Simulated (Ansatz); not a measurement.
# AlAs: the cost of one run

Program: Ansatz 0.2.0. Level of theory: DFT PBE, scalar-relativistic, plane waves, PAW. These are calculated values, not measurements.

3 further runs of the same task are left out: 3 set aside as unsound or not needed.

### Step 1. Starting point

Symmetry: F-43m, No. 216, cubic system. The conventional cell has a = 5.728 Å, b = 5.728 Å, c = 5.728 Å, α = 90.00°, β = 90.00°, γ = 90.00°. Al (site symmetry -43m) is surrounded by 4 As at 2.48 Å. As (site symmetry -43m) has 4 Al at 2.48 Å as nearest neighbours.

Structure file:

```
Al As
1.0
     0.00000    2.86417    2.86417
     2.86417    0.00000    2.86417
     2.86417    2.86417    0.00000
Al As
1 1
Direct
  0.00000 0.00000 0.00000
  0.75000 0.75000 0.75000
```

This cell was relaxed beforehand with the same method: volume 23.50 Å³/atom, gap on the mesh 1.50 eV.

### Step 2. The cell under 25 GPa

What is minimised here is the enthalpy; the energy can go up as the cell is squeezed.

File input.yaml:

```yaml
crystal:
  lattice:
    - [0.0, 2.8641712235, 2.8641712235]
    - [2.8641712235, 0.0, 2.8641712235]
    - [2.8641712235, 2.8641712235, 0.0]
  atoms:
    - { symbol: Al, position: [0.0, 0.0, 0.0] }
    - { symbol: As, position: [0.75, 0.75, 0.75] }
basis:
  ecutwfc: 420
kpoints:
  mp_grid: { grid: [8, 8, 8] }
hamiltonian:
  xc: pbe
scf:
  occupations: { method: fixed }
output:
  forces: true
  stress: true
  eigenvalues: true
relax:
  adjacent_minimum: "off"
  f_tol: 0.001
  max_steps: 60
  cell: { stress_tol: 0.02, p_target: 25.0 }
```

On the command line:

```sh
ansatz run input.yaml --threads 1 --pin off --max-ram 1228MiB --backend cpu --events-out ev --progress --plain --runs-dir out
```

**Question.** How long does this run take on 1 thread of Arm Neoverse N1, shared host, and how much memory does it need?

About 28 s, with a peak of 0.38 GiB.
